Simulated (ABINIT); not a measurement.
# Quasiparticle gap of AlN (P6_3mc) in ABINIT, part 2 of 3

Wanted: ground state, empty states, screening and self-energy for AlN (P6_3mc).

ABINIT 10.8.3; LDA and many-body steps on it, plane waves. Known limits of the many-body steps: not at the basis limit.

So far. Step 2 (Ground state): The gap is direct, at Γ.

The database entry behind the starting cell differs from later determinations by our own check (inner coordinate u about 0.002 short), so it need not match the best structure at ambient conditions.

## (3) Bands along the symmetry lines

Level of this step: DFT, LDA, plane waves, norm-conserving pseudopotentials (ABINIT).

Levels along a band path, at the cheap level, show where the edges lie and whether the meshes to come will hold them.

The input, run.abi:

```
acell 3*1.0 Angstrom
rprim 
  3.113000000011 -0.000000000003 0.000000000000
  -1.556500000003 2.695937081992 0.000000000000
  0.000000000000 0.000000000000 4.981000000000
ntypat 2
znucl 13 7
natom 4
typat 1 1 2 2
xred 
  0.333333333333 0.666666666667 0.000000000000
  0.666666666667 0.333333333333 0.500000000000
  0.333333333333 0.666666666667 0.380000000000
  0.666666666667 0.333333333333 0.880000000000
pp_dirpath "pseudos"
pseudos "Al.upf, N.upf"
ecut 36
iscf -2
irdden 1
kptopt 0
nkpt 75
kpt 
  0.00000000 0.00000000 0.00000000
  0.06250000 0.00000000 0.00000000
  0.12500000 0.00000000 0.00000000
  0.18750000 0.00000000 0.00000000
  0.25000000 0.00000000 0.00000000
  0.31250000 0.00000000 0.00000000
  0.37500000 0.00000000 0.00000000
  0.43750000 0.00000000 0.00000000
  0.50000000 0.00000000 0.00000000
  0.47916667 0.04166667 0.00000000
  0.45833333 0.08333333 0.00000000
  0.43750000 0.12500000 0.00000000
  0.41666666 0.16666666 0.00000000
  0.39583333 0.20833333 0.00000000
  0.37500000 0.25000000 0.00000000
  0.35416666 0.29166666 0.00000000
  0.33333333 0.33333333 0.00000000
  0.29166666 0.29166666 0.00000000
  0.25000000 0.25000000 0.00000000
  0.20833333 0.20833333 0.00000000
  0.16666666 0.16666666 0.00000000
  0.12500000 0.12500000 0.00000000
  0.08333333 0.08333333 0.00000000
  0.04166667 0.04166667 0.00000000
  0.00000000 0.00000000 0.00000000
  0.00000000 0.00000000 0.06250000
  0.00000000 0.00000000 0.12500000
  0.00000000 0.00000000 0.18750000
  0.00000000 0.00000000 0.25000000
  0.00000000 0.00000000 0.31250000
  0.00000000 0.00000000 0.37500000
  0.00000000 0.00000000 0.43750000
  0.00000000 0.00000000 0.50000000
  0.06250000 0.00000000 0.50000000
  0.12500000 0.00000000 0.50000000
  0.18750000 0.00000000 0.50000000
  0.25000000 0.00000000 0.50000000
  0.31250000 0.00000000 0.50000000
  0.37500000 0.00000000 0.50000000
  0.43750000 0.00000000 0.50000000
  0.50000000 0.00000000 0.50000000
  0.47916667 0.04166667 0.50000000
  0.45833333 0.08333333 0.50000000
  0.43750000 0.12500000 0.50000000
  0.41666666 0.16666666 0.50000000
  0.39583333 0.20833333 0.50000000
  0.37500000 0.25000000 0.50000000
  0.35416666 0.29166666 0.50000000
  0.33333333 0.33333333 0.50000000
  0.29166666 0.29166666 0.50000000
  0.25000000 0.25000000 0.50000000
  0.20833333 0.20833333 0.50000000
  0.16666666 0.16666666 0.50000000
  0.12500000 0.12500000 0.50000000
  0.08333333 0.08333333 0.50000000
  0.04166667 0.04166667 0.50000000
  0.00000000 0.00000000 0.50000000
  0.50000000 0.00000000 0.50000000
  0.50000000 0.00000000 0.43750000
  0.50000000 0.00000000 0.37500000
  0.50000000 0.00000000 0.31250000
  0.50000000 0.00000000 0.25000000
  0.50000000 0.00000000 0.18750000
  0.50000000 0.00000000 0.12500000
  0.50000000 0.00000000 0.06250000
  0.50000000 0.00000000 0.00000000
  0.33333333 0.33333333 0.50000000
  0.33333333 0.33333333 0.43750000
  0.33333333 0.33333333 0.37500000
  0.33333333 0.33333333 0.31250000
  0.33333333 0.33333333 0.25000000
  0.33333333 0.33333333 0.18750000
  0.33333333 0.33333333 0.12500000
  0.33333333 0.33333333 0.06250000
  0.33333333 0.33333333 0.00000000
istwfk *1
nband 19
nbdbuf 6
tolwfr 1e-07
nstep 50
prtwf 0
prtvol 0
indata_prefix "in"
outdata_prefix "out"
tmpdata_prefix "tmp"
```

Run with:

```sh
> OMP_NUM_THREADS=1 mpirun -n 4 abinit run.abi > log
```

Numbers of over 12 decimals in the logs are rounded to 6 here.

The log of the run:

```text
.Version 10.8.3 of ABINIT. v10.8.2 released Aug 2026.

 Symmetries : space group P6_3 m c (#186); Bravais hP (primitive hexag.)
[... echo of the input left out ...]
== DATASET  1 ==================================================================
-   mpi_nproc: 4, omp_nthreads: 1 (-1 if OMP is not activated)

--- !DatasetInfo
iteration_state: {dtset: 1, }
dimensions: {natom: 4, nkpt: 75, mband: 19, nsppol: 1, nspinor: 1, nspden: 1, mpw: 2937, }
cutoff_energies: {ecut:  36.0, pawecutdg:  -1.0, }
electrons: {nelect:   1.60000000E+01, charge:   0.00000000E+00, occopt:   1.00000000E+00, tsmear:   1.00000000E-02, }

 Real(R)+Recip(G) space primitive vectors, cartesian coordinates (Bohr,Bohr^-1):
 R(1)=  5.8827174  0.0000000  0.0000000  G(1)=  0.1699895  0.0981435  0.0000000
 R(2)= -2.9413587  5.0945827  0.0000000  G(2)=  0.0000000  0.1962869  0.0000000
 R(3)=  0.0000000  0.0000000  9.4127258  G(3)=  0.0000000  0.0000000  0.1062392
 Unit cell volume ucvol=  2.8209931E+02 bohr^3
 Angles (23,13,12)=  9.00000000E+01  9.00000000E+01  1.20000000E+02 degrees

 getcut: wavevector=  0.0000  0.0000  0.0000  ngfft=  32  32  54
         ecut(hartree)=     36.000   => boxcut(ratio)=   2.01398

--- Pseudopotential description ------------------------------------------------
- Al Generated using ONCVPSP code by D. R. Hamann
- 13.00000   3.00000  180309                  znucl, zion, pspdat
12 -1012 2 -1 1854                            pspcod,pspxc,lmax,lloc,mmax
     nproj     2     2     2
  pspatm : epsatm=    0.57439143
         --- l  ekb(1:nproj) -->
             0    5.725870    0.726131
             1    6.190420    0.914022
             2   -4.229503   -0.925599
 pspatm: atomic psp has been read  and splines computed

- N Generated using ONCVPSP code by D. R. Hamann
-  7.00000   5.00000  180309                  znucl, zion, pspdat
12 -1012 1 -1 1058                            pspcod,pspxc,lmax,lloc,mmax
     nproj     2     2     0
  pspatm : epsatm=    5.30777321
         --- l  ekb(1:nproj) -->
[...]
pspatm: atomic psp has been read  and splines computed

--------------------------------------------------------------------------------

================================================================================
 prteigrs : about to open file out_EIG
 Non-SCF case, kpt    1 (  0.00000  0.00000  0.00000), residuals and eigenvalues=
  8.92E-08  7.55E-08  7.88E-08  1.36E-08  8.76E-08  5.61E-08  6.80E-08  3.21E-08
  9.90E-08  2.07E-08  9.29E-08  3.17E-08  9.10E-08  5.28E-08  4.09E-08  6.95E-08
[...]
-3.4284E-01 -2.6113E-01 -1.3403E-02  1.7723E-01  1.7723E-01  2.0143E-01
  2.0143E-01  2.0797E-01  3.6434E-01  4.4914E-01  5.9278E-01  6.1208E-01
  6.1208E-01  6.8368E-01  6.8472E-01  6.8472E-01  7.3661E-01  7.3661E-01
  7.4691E-01
 Non-SCF case, kpt    2 (  0.06250  0.00000  0.00000), residuals and eigenvalues=
[...]
7.7978E-01
 Non-SCF case, kpt    3 (  0.12500  0.00000  0.00000), residuals and eigenvalues=
[...]
8.1199E-01
[...]
Non-SCF case, kpt   74 (  0.33333  0.33333  0.06250), residuals and eigenvalues=
[...]
8.8556E-01
 Non-SCF case, kpt   75 (  0.33333  0.33333  0.00000), residuals and eigenvalues=
[...]
1.1986E-01  1.1986E-01  3.8972E-01  5.1159E-01  5.6023E-01  5.6023E-01
  6.2617E-01  6.2617E-01  6.8487E-01  7.3926E-01  7.3926E-01  8.8572E-01
  8.9008E-01

--- !ResultsGS
iteration_state: {dtset: 1, }
comment   : Summary of ground state results
lattice_vectors:
- [  5.8827174,  -0.0000000,   0.0000000, ]
- [ -2.9413587,   5.0945827,   0.0000000, ]
- [  0.0000000,   0.0000000,   9.4127258, ]
lattice_lengths: [   5.88272,    5.88272,    9.41273, ]
lattice_angles: [ 90.000,  90.000, 120.000, ] # degrees, (23, 13, 12)
lattice_volume:   2.8209931E+02
convergence: {deltae:  0.000E+00, res2:  0.000E+00, residm:  9.900E-08, diffor:  0.000E+00, }
etotal    :  -2.56861475E+01
entropy   :   0.00000000E+00
fermie    :   2.07969323E-01
cartesian_stress_tensor: null
pressure_GPa: null
xred      :
- [  3.3333E-01,   6.6667E-01,   1.1102E-16, Al]
- [  6.6667E-01,   3.3333E-01,   5.0000E-01, Al]
- [  3.3333E-01,   6.6667E-01,   3.8000E-01,  N]
- [  6.6667E-01,   3.3333E-01,   8.8000E-01,  N]
cartesian_forces: null
force_length_stats: {min: null, max: null, mean: null, }

 Integrated electronic density in atomic spheres:
 ------------------------------------------------
 Atom  Sphere_radius  Integrated_density
[...]
================================================================================

 ----iterations are completed or convergence reached----

 Mean square residual over all n,k,spin=   43.622E-09; max=  99.002E-09
 reduced coordinates (array xred) for    4 atoms
[...]
cartesian coordinates (angstrom) at end:
    1      1.67e-12     1.797291     0.000000
    2      1.556500     0.898646     2.490500
    3      1.67e-12     1.797291     1.892780
    4      1.556500     0.898646     4.383280
 length scales=  1.889726125908  1.889726125908  1.889726125908 bohr
              =  1.000000000000  1.000000000000  1.000000000000 angstroms
 prteigrs : about to open file out_EIG
 Eigenvalues (hartree) for nkpt=  75  k points:
 kpt#   1, nband= 19, wtk=  1.00000, kpt=  0.0000  0.0000  0.0000 (reduced coord)
[...]
kpt#   2, nband= 19, wtk=  1.00000, kpt=  0.0625  0.0000  0.0000 (reduced coord)
[...]
kpt#   3, nband= 19, wtk=  1.00000, kpt=  0.1250  0.0000  0.0000 (reduced coord)
[...]
kpt#  74, nband= 19, wtk=  1.00000, kpt=  0.3333  0.3333  0.0625 (reduced coord)
[...]
0.74159    0.88481    0.88556
 kpt#  75, nband= 19, wtk=  1.00000, kpt=  0.3333  0.3333  0.0000 (reduced coord)
  -0.24796   -0.24796    0.03034    0.06867    0.06867    0.11837    0.11986    0.11986
   0.38972    0.51159    0.56023    0.56023    0.62617    0.62617    0.68487    0.73926
   0.73926    0.88572    0.89008

== END DATASET(S) ==============================================================
================================================================================

 -outvars: echo values of variables after computation  --------
            nband          19
             nkpt          75
          spgroup         186
 [... the other variables as echoed above ...]

 Calculation completed.
```

It took 12 s on 4 MPI ranks of Arm Neoverse V1, shared host; peak memory 0.3 GiB.

This step gave:

```yaml
gap: 4.255 eV
k_of_the_valence_top: 0, 0, 0
k_of_the_conduction_bottom: 0, 0, 0
least_direct_gap: 4.255 eV
```

The gap is 4.255 eV, as in the run before at this level.

The electronic bands at the labelled points (eV, zero at the top of the highest filled band; v1 is the highest filled band, c1 the lowest empty one):

```tsv
point	v4	v3	v2	v1	c1	c2	c3	c4
Γ	-0.84	-0.18	-0.18	0.00	4.25	6.56	10.47	11.00
halfway	-2.43	-1.55	-0.44	-0.38	6.16	7.52	7.98	9.89
M	-3.36	-2.08	-1.79	-0.66	5.70	5.72	8.11	10.17
halfway	-3.11	-3.01	-1.88	-1.51	5.42	7.04	8.79	9.96
K	-3.79	-2.44	-2.40	-2.40	4.95	8.26	9.59	9.59
halfway	-3.35	-1.68	-0.87	-0.60	6.80	7.36	8.46	9.00
Γ	-0.84	-0.18	-0.18	0.00	4.25	6.56	10.47	11.00
halfway	-0.74	-0.74	-0.28	-0.28	5.18	6.69	10.14	10.97
A	-0.52	-0.52	-0.52	-0.52	6.43	6.43	10.17	10.17
halfway	-1.60	-1.60	-1.02	-1.02	6.46	6.46	9.37	9.37
L	-1.45	-1.45	-1.36	-1.36	5.23	5.23	9.14	9.14
halfway	-2.75	-2.75	-0.93	-0.93	6.09	6.09	9.10	9.10
H	-3.87	-3.87	-0.79	-0.79	7.33	7.33	7.77	7.77
halfway	-1.82	-1.82	-1.21	-1.21	6.65	6.65	9.36	9.36
A	-0.52	-0.52	-0.52	-0.52	6.43	6.43	10.17	10.17
jump to L	-1.45	-1.45	-1.36	-1.36	5.23	5.23	9.14	9.14
halfway	-2.57	-1.91	-1.20	-0.92	5.00	5.80	9.23	9.35
M	-3.36	-2.08	-1.79	-0.66	5.70	5.72	8.11	10.17
jump to H	-3.87	-3.87	-0.79	-0.79	7.33	7.33	7.77	7.77
halfway	-4.46	-2.94	-1.48	-1.48	5.79	8.12	8.59	8.59
K	-3.79	-2.44	-2.40	-2.40	4.95	8.26	9.59	9.59
```

## (4) Empty states on the mesh, 6×6×4 mesh, 142 bands

The sums over transitions need many empty states on a uniform mesh; this step solves for them.

The input, run.abi:

```
acell 3*1.0 Angstrom
rprim 
  3.113000000011 -0.000000000003 0.000000000000
  -1.556500000003 2.695937081992 0.000000000000
  0.000000000000 0.000000000000 4.981000000000
ntypat 2
znucl 13 7
natom 4
typat 1 1 2 2
xred 
  0.333333333333 0.666666666667 0.000000000000
  0.666666666667 0.333333333333 0.500000000000
  0.333333333333 0.666666666667 0.380000000000
  0.666666666667 0.333333333333 0.880000000000
pp_dirpath "pseudos"
pseudos "Al.upf, N.upf"
ecut 36
ngkpt 6 6 4
nshiftk 1
shiftk 0 0 0
kptopt 1
chksymbreak 0
irdden 1
istwfk *1
nband 142
prtvol 0
optdriver 6
gwr_task "HDIAGO"
paral_kgb 0
occopt 1
indata_prefix "in"
outdata_prefix "out"
tmpdata_prefix "tmp"
```

The log of the run:

```text
[banner, memory and clock lines left out]
.Version 10.8.3 of ABINIT. v10.8.2 released Aug 2026.

 Symmetries : space group P6_3 m c (#186); Bravais hP (primitive hexag.)
[... echo of the input left out ...]
== DATASET  1 ==================================================================
-   mpi_nproc: 4, omp_nthreads: 1 (-1 if OMP is not activated)

--- !DatasetInfo
iteration_state: {dtset: 1, }
dimensions: {natom: 4, nkpt: 21, mband: 142, nsppol: 1, nspinor: 1, nspden: 1, mpw: 2934, }
cutoff_energies: {ecut:  36.0, pawecutdg:  -1.0, }
electrons: {nelect:   1.60000000E+01, charge:   0.00000000E+00, occopt:   1.00000000E+00, tsmear:   1.00000000E-02, }

.Using double precision arithmetic; gwpc =  8

- Reading GS density from: in_DEN

--- Pseudopotential description ------------------------------------------------
- Al Generated using ONCVPSP code by D. R. Hamann
- 13.00000   3.00000  180309                  znucl, zion, pspdat
12 -1012 2 -1 1854                            pspcod,pspxc,lmax,lloc,mmax
     nproj     2     2     2
  pspatm : epsatm=    0.57439143
         --- l  ekb(1:nproj) -->
             0    5.725870    0.726131
             1    6.190420    0.914022
             2   -4.229503   -0.925599
 pspatm: atomic psp has been read  and splines computed

- N Generated using ONCVPSP code by D. R. Hamann
-  7.00000   5.00000  180309                  znucl, zion, pspdat
12 -1012 1 -1 1058                            pspcod,pspxc,lmax,lloc,mmax
     nproj     2     2     0
  pspatm : epsatm=    5.30777321
         --- l  ekb(1:nproj) -->
             0    7.408032    0.617798
             1   -4.361519   -1.032581
 pspatm: atomic psp has been read  and splines computed

   1.88229268E+02                                ecore*ucvol(ha*bohr**3)

 Total charge density [el/Bohr^3]
)     Maximum=    5.4093E-01  at reduced coord.    0.7813    0.4063    0.8889
)     Minimum=    1.5329E-03  at reduced coord.    0.3125    0.6563    0.0000
   Integrated=    1.6000E+01

 === KS gaps after direct diagonalization ===
 Direct band gap semiconductor
 Fundamental gap:     4.255 (eV)
   VBM:     5.659 (eV) at k: [ 0.0000E+00,  0.0000E+00,  0.0000E+00]
   CBM:     9.914 (eV) at k: [ 0.0000E+00,  0.0000E+00,  0.0000E+00]
 Direct gap:         4.255 (eV) at k: [ 0.0000E+00,  0.0000E+00,  0.0000E+00]

== END DATASET(S) ==============================================================

 -outvars: echo values of variables after computation  --------
           etotal      0.0000000000E+00
            nband         142
             nkpt          21
          spgroup         186
 [... the other variables as echoed above ...]

 Calculation completed.
```

Wall time 2 min (4 MPI ranks); peak memory 2.1 GiB; 8.1 min of CPU time.

This step gave:

```
gap                                                           : 4.255 eV
k of the valence top                                          : 0, 0, 0
k of the conduction bottom                                    : 0, 0, 0
least direct gap                                              : 4.255 eV
k points computed                                             : 21
lowest point of the top converged band, above the valence top : 107.8281 eV
```

On this mesh the gap is 4.255 eV.

## (5) Screening, 6×6×4 mesh, 134 bands, screening to 179.6 eV

The RPA dielectric matrix is built and inverted for each q.

This step: RPA screening on LDA, plane waves, norm-conserving pseudopotentials.

Changes to run.abi since step 4:

```diff
@@ -22,10 +22,11 @@
 chksymbreak 0
-irdden 1
 istwfk *1
-nband 142
-prtvol 0
-optdriver 6
-gwr_task "HDIAGO"
-paral_kgb 0
 occopt 1
+irdwfk 1
+optdriver 3
+nband 134
+ecuteps 6.6
+inclvkb 2
+awtr 1
+symchi 1
 indata_prefix "in"
```

The log of the run:

```text
.Version 10.8.3 of ABINIT. v10.8.2 released Aug 2026.

 Symmetries : space group P6_3 m c (#186); Bravais hP (primitive hexag.)
[... echo of the input left out ...]
== DATASET  1 ==================================================================
-   mpi_nproc: 4, omp_nthreads: 1 (-1 if OMP is not activated)

--- !DatasetInfo
iteration_state: {dtset: 1, }
dimensions: {natom: 4, nkpt: 21, mband: 134, nsppol: 1, nspinor: 1, nspden: 1, mpw: 2934, }
cutoff_energies: {ecut:  36.0, pawecutdg:  -1.0, }
electrons: {nelect:   1.60000000E+01, charge:   0.00000000E+00, occopt:   1.00000000E+00, tsmear:   1.00000000E-02, }

 SCREENING: Calculation of the susceptibility and dielectric matrices

 Based on a program developped by R.W. Godby, V. Olevano, G. Onida, and L. Reining.
 Incorporated in ABINIT by V. Olevano, G.-M. Rignanese, and M. Torrent.
.Using double precision arithmetic ; gwpc =  8

[... cell and pseudopotentials left out ...]
--------------------------------------------------------------------------------

 ==== K-mesh for the wavefunctions ====
 Number of points in the irreducible wedge :    21
[... list of points left out ...]
 Together with 12 symmetry operations and time-reversal symmetry
 yields   144 points in the full Brillouin Zone.

 ==== Q-mesh for the screening function ====
 Number of points in the irreducible wedge :    21
[... list of points left out ...]
 Together with 12 symmetry operations and time-reversal symmetry
 yields   144 points in the full Brillouin Zone.

 setmesh: FFT mesh size selected  =    20x   20x   36
          total number of points  =        14400

 vcoul_init : cutoff-mode = AUXILIARY_FUNCTION
 q-points for optical limit:   1
     1)      0.000010    0.000020    0.000030

- screening: taking advantage of time-reversal symmetry
- Maximum band index for partially occupied states nbvw = 8
- Remaining bands to be divided among processors   nbcw = 126
- Number of bands treated by each node ~31

 Number of electrons calculated from density =   16.0000; Expected =   16.0000
 average of density, n =  0.056718
 r_s =    1.6146
 omega_plasma =   22.9728 [eV]

 calculating chi0 at frequencies [eV] :
  1    0.000000E+00    0.000000E+00
  2    0.000000E+00    2.297283E+01

--------------------------------------------------------------------------------
  q-point number  1        q = ( 0.000000, 0.000000, 0.000000) [r.l.u.]
--------------------------------------------------------------------------------
[... chi0 elements left out ...]
 For q-point:  0.000010 0.000020 0.000030
  dielectric constant =   4.2839
  dielectric constant without local fields =   4.7149

  Average fulfillment of the sum rule on Im[epsilon] for q-point    1 :     85.30  [%]
[... wings left out ...]
  q-point number  2        q = ( 0.166667, 0.000000, 0.000000) [r.l.u.]
--------------------------------------------------------------------------------
[... chi0 elements left out ...]
  Average fulfillment of the sum rule on Im[epsilon] for q-point    2 :     91.58  [%]

 [... 19 further q-points ...]
```

It took 2.6 min on 4 MPI ranks; peak memory 1.2 GiB.

Numbers from this step:

```
ε∞ with local fields, on this mesh, along the program's q direction : 4.284
the same without local fields                                       : 4.715
plasma frequency                                                    : 22.97 eV
plane waves in the screening matrix                                 : 233
```

Local fields lower ε∞ by 9 %.

[end of part 2 of 3]

[Paths, hosts, dates, memory and timing lines, banners, echoed tables and standing remarks are left out of the program output.]

[Logs are printed without paths, hosts, clocks, repeated set-up lines and the standing remarks that a program may print on its own settings, such as how far it seeks lower states.]

[Runs of the session that timed out or met a known fault of the program may be left out.]

[Hosts, paths, dates, database ids (printed as entryN), source tags and the programs' standing remarks are cut or masked in the printed files.]

[G0W0 gaps are taken among the corrected bands and points alone; a level outside them can change the order at an edge.]

[Where Ansatz stands beside ABINIT at settings called matched, ABINIT's density can come from a denser mesh and the files from another edition; pairs whose starting gaps differed by over 0.03 eV were left out, so agreement reads better than it is.]
